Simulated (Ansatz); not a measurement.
# ZnS: response to strain

ZnS is deformed so: equal xx and yy strain of -2 %. What stress and forces result, by LAPW, PAW and all-electron datasets made for the crystal?

Method: DFT PBEsol, scalar-relativistic, in Ansatz 0.2.0.

## Step 1: The structure to begin with

Symmetry: F-43m, No. 216, cubic system. Conventional cell: a = 5.409 Å, b = 5.409 Å, c = 5.409 Å, α = 90.00°, β = 90.00°, γ = 90.00°. Zn (site symmetry -43m) has 4 S at 2.34 Å as nearest neighbours. S (site symmetry -43m) has 4 Zn at 2.34 Å as nearest neighbours.

As a file:

```
CELL_PARAMETERS angstrom
0.00000 2.70465 2.70465
2.70465 0.00000 2.70465
2.70465 2.70465 0.00000
ATOMIC_POSITIONS crystal
Zn 0.00000 0.00000 0.00000
S 0.75000 0.75000 0.75000
```

Atoms are numbered in the order of the input: Zn1, S2.

## Step 2: After the deformation

Space group F-43m before, I-4m2 after.

## Step 3: All-electron LAPW

The input, input.yaml:

```yaml
crystal:
  lattice:
    - [0.0, 2.650557, 2.70465]
    - [2.650557, 0.0, 2.70465]
    - [2.650557, 2.650557, 0.0]
  atoms:
    - { symbol: Zn, position: [0.0, 0.0, 0.0] }
    - { symbol: S, position: [0.75, 0.75, 0.75] }
kpoints:
  mp_grid: { grid: [9, 9, 9] }
  band_path:
    path:
      - [0.0, 0.0, 0.0]
      - [0.5, 0.0, 0.5]
      - [0.75, 0.25, 0.5]
      - [0.5, 0.5, 0.5]
      - [0.0, 0.0, 0.0]
      - [0.5, 0.5, 0.0]
      - [0.62995, 0.62995, 0.2599]
      - [0.37005, 0.37005, 0.7401]
      - [0.0, 0.0, 0.0]
    npoints: 5
scf:
  occupations: { method: fermi_dirac, width: 0.01 }
hamiltonian:
  xc: pbesol
  pseudopotentials: { kind: all_electron, lapw: { basis_error: 0.00025 } }
output:
  forces: true
  stress: true
  eigenvalues: true
```

Started as:

```sh
$ ansatz run input.yaml --threads 1 --pin off --max-ram 3072MiB --backend cpu --events-out ev --progress --plain --runs-dir out
```

## Step 4: Frozen-core PAW

The input, input.yaml:

```yaml
crystal:
  lattice:
    - [0.0, 2.650557, 2.70465]
    - [2.650557, 0.0, 2.70465]
    - [2.650557, 2.650557, 0.0]
  atoms:
    - { symbol: Zn, position: [0.0, 0.0, 0.0] }
    - { symbol: S, position: [0.75, 0.75, 0.75] }
kpoints:
  mp_grid: { grid: [9, 9, 9] }
scf:
  occupations: { method: fermi_dirac, width: 0.01 }
hamiltonian:
  xc: pbesol
  pseudopotentials: { kind: paw }
output:
  forces: true
  stress: true
  eigenvalues: true
  efg: { contact_densities: true }
```

## Step 5: Datasets made for this crystal

Edit input.yaml of step 4 so:

```diff
@@ -14,3 +14,3 @@
   xc: pbesol
-  pseudopotentials: { kind: paw }
+  pseudopotentials: { kind: all_electron, datasets: crystal }
 output:
```

(Steps that only read results are left out.)

Q: Predict the outcome of this session. Wanted: pressure; largest shear or deviatoric stress.

The runs gave:

```
                                 quantity                                           value
                                 pressure  LAPW 0.88, PAW 0.88, crystal datasets 0.88 GPa
largest shear or deviatoric stress (LAPW)                                        0.59 GPa
```

**Reading.** The largest part of the stress beyond the pressure is 0.59 GPa in size, in the zz component; the atoms are carried along and not relaxed. No run of the undeformed cell stands beside it, so the pressure holds what the given cell had before the change. PAW: stress within 0.01 GPa of LAPW. Crystal datasets: stress within 0.01 GPa of LAPW.
